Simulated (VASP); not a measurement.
Set up this calculation in VASP 6.6.1, as the native input.

```yaml
Task: relaxation of cell and atoms
Functional: PBE
Potentials_or_basis: VASP PAW PBE potentials, release 64 (Co, O)
Cutoff: 600 eV
k_mesh: 12 × 12 × 6
Occupations: gaussian, width 0.03 eV
Spin: collinear spin, ferromagnetic start
Starting_moments: "[3.0, 3.0, 0.0, 0.0] μB"
Hubbard_terms: Co d U = 3.32 eV
Further_INCAR_settings: ALGO = Normal; EDIFF = 1e-07; AMIX = 0.2; BMIX = 0.0001; IBRION = 2; EDIFFG = -0.005; NSW = 90; ISIF = 3
```

The structure of CoO lies in POSCAR:

```
CoO                                     
1.0
    3.2934174337     -0.0000000000      0.0000000000
   -1.6467087168      2.8521831675     -0.0000000000
    0.0000000000      0.0000000000      5.2374042082
  Co              O             
     2     2
Direct
     0.3333333300000021    0.6666666699999979    0.4979775017809965
     0.6666666699999979    0.3333333300000021    0.9979775017809963
     0.6666666699999979    0.3333333300000021    0.3810324982190045
     0.3333333300000021    0.6666666699999979    0.8810324982190046
```

The cell was built by a generator and needn't be a form met in nature.

The input as run:

INCAR

```
SYSTEM = CoO
PREC = Accurate
ENCUT = 600
EDIFF = 1E-7
ISMEAR = 0
SIGMA = 0.03
LREAL = .False.
LASPH = .True.
NELM = 150
ALGO = Normal
ISIF = 3
LWAVE = .False.
LCHARG = .False.
ISPIN = 2
MAGMOM = 3 3 0 0
LORBIT = 11
LMAXMIX = 4
LDAU = .True.
LDAUTYPE = 2
LDAUL = 2 -1
LDAUU = 3.32 0
LDAUJ = 0 0
LDAUPRINT = 1
GGA = PE
IBRION = 2
NSW = 90
EDIFFG = -0.005
AMIX = 0.2
BMIX = 1E-4
AMIX_MAG = 0.8
BMIX_MAG = 1E-4
KPAR = 2
```

KPOINTS

```
regular mesh
0
Gamma
  12 12 6
  0 0 0
```

Potentials or basis: VASP PAW PBE potentials, release 64 (Co, O).

Command:

```sh
$ cat potpaw_PBE.64/Co/POTCAR potpaw_PBE.64/O/POTCAR > POTCAR
$ mpirun -np 2 vasp_std > vasp.out
```

It gave:

```yaml
Relaxed_volume: 12.29 Å³/atom
Relaxed_cell: a = 3.293 Å, b = 3.293 Å, c = 5.234 Å, α = 90.00°, β = 90.00°, γ = 120.00°
Space_group_after_relaxing_to_0.05_Å: P6_3mc (No. 186)
Energy_gained_by_relaxing: 0.0 meV/atom
Ionic_steps: 3
Pressure_after_relaxing: 0.0 GPa
Band_gap_on_the_k_mesh: 0.71 eV, direct
Net_moment: 6.00 μB per cell
Site_moments: Co +2.71; O +0.18 μB
Valence_electrons_inside_the_program's_atomic_spheres: Co 7.88; O 5.01
```

It took 110 s on 2 MPI ranks on Intel(R) Xeon(R) 6975P-C (Granite Rapids), on a shared host, peak memory 0.3 GiB a rank.
